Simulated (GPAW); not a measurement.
Records of electronic-structure calculations.

### Quasiparticle gap of BN (F-43m) in GPAW

It takes space group F-43m (No. 216, cubic). The conventional cell has a = 3.615 Å, b = 3.615 Å, c = 3.615 Å, α = 90.00°, β = 90.00°, γ = 90.00°. Nearest to B lie 4 N at 1.57 Å. Nearest to N lie 4 B at 1.57 Å. Farther neighbours and most contacts between anions are not listed.

```xyz
2
Lattice="0.0000 1.8075 1.8075 1.8075 0.0000 1.8075 1.8075 1.8075 0.0000" Properties=species:S:1:pos:R:3 pbc="T T T"
B     0.0000    0.0000    0.0000
N     0.9037    0.9038    0.9037
```

```
method               : DFT, PBE, plane waves, PAW (and 1 further level or step)
program              : GPAW 26.7.0
settings of one run  : cutoff 600 eV, GPAW PAW setups 1.2.1 data release, 6×6×6 k-mesh, nbands 59
cost                 : 4 runs, 26 s in all on 4 MPI ranks of Arm Neoverse V1, shared host (the runs of this entry)
notes                : The cell and positions come from the Crystallography Open Database and are kept as given unless a step says otherwise. Bands and cutoff are finite, so the gap is not at the basis limit. The miss can reach some tenths of an eV and take either sign; the mesh is an error of its own. The 6×6×6 mesh is coarse for this cell, which bears on the long-range parts of exchange and screening.
PBE gap              : 4.46 eV, indirect
G0W0 gap on the mesh : 5.92 eV
GW settings          : 6×6×6 mesh, 49 bands, screening to 150 eV, Godby-Needs plasmon pole
known limits         : not at the basis limit; coarse k mesh
```

G0W0 moves the gap on the mesh from 4.46 eV to 5.92 eV (+1.47 eV), with Z of 0.83 and 0.85 at the edges. Only 2 of the mesh's irreducible points were corrected, so a valley elsewhere could overtake.

[Paths, hosts, dates, memory and timing lines, banners, echoed tables and standing remarks are left out of the program output.]

[Logs are printed without paths, hosts, clocks, repeated set-up lines and the standing remarks that a program may print on its own settings, such as how far it seeks lower states.]

[Runs of the session that timed out or met a known fault of the program may be left out.]

[Hosts, paths, dates, database ids (printed as entryN), source tags and the programs' standing remarks are cut or masked in the printed files.]
